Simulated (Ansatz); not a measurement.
**Two states of Eu**

```
Eu
1.0
     3.22263    0.00000    0.00000
     1.61132   -3.31353    0.00000
     0.00000    0.00000   -5.59501
Eu
2
Direct
  0.10250 0.79500 0.75000
  0.89750 0.20500 0.25000
```

Level: PBE, with U = 5.08 eV and J = 0.56 eV on Eu f (all-electron-ortho-atomic projectors); 420 eV; 8×8×4 Γ-centred mesh; methfessel-paxton occupations (width 0.0114 eV); Ansatz 0.2.0, fixed geometry.

State A: Eu1 up, Eu2 down (collinear spin). State B: Eu1 up, Eu2 up (collinear spin).

Problem. Compare the two self-consistent states.

Solution. State B is lower by 19.3 meV an atom at zero smearing.

```tsv
state	free energy (meV/atom)	largest moment in a small sphere (μB)	net moment (μB/cell)	gap on mesh (eV)	pressure (GPa)	largest force (eV/Å)
A	19.3	6.99	0.00	metal	11.0	0.54
B	0.0	7.08	15.23	metal	10.8	0.51
```

Origin: a known structure type with other elements, at an estimated volume, so it need not be a known compound. Caveats: atoms or cell far from equilibrium.
